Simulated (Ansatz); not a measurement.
The system is InPd.

```
CELL_PARAMETERS angstrom
3.27188 0.00000 0.00000
0.00000 3.27188 0.00000
0.00000 0.00000 3.27188
ATOMIC_POSITIONS crystal
In 0.00000 0.00000 0.00000
Pd 0.50000 0.50000 0.50000
```

The cell comes from a database or a generator and needn't be the stable form of this composition.

Base run:

```yaml
Program: Ansatz 0.2.0
Functional: PBE
Potentials_or_basis: all-electron LAPW, scalar-relativistic
Cutoff: 250 eV (chosen from the basis error)
Basis_error_allowed: 0.001 eV/atom
k_mesh: 8 × 8 × 8
Occupations: fermi-dirac, width 0.05 eV
Spin: no spin polarisation
```

Its results: pressure 3.6 GPa.

Question: The run is repeated on the same cell with these changes: functional from PBE to LDA. What comes out?

Answer: Pressure -7.0 GPa.

LDA binds more tightly than PBE, so the same cell stands under less pressure.
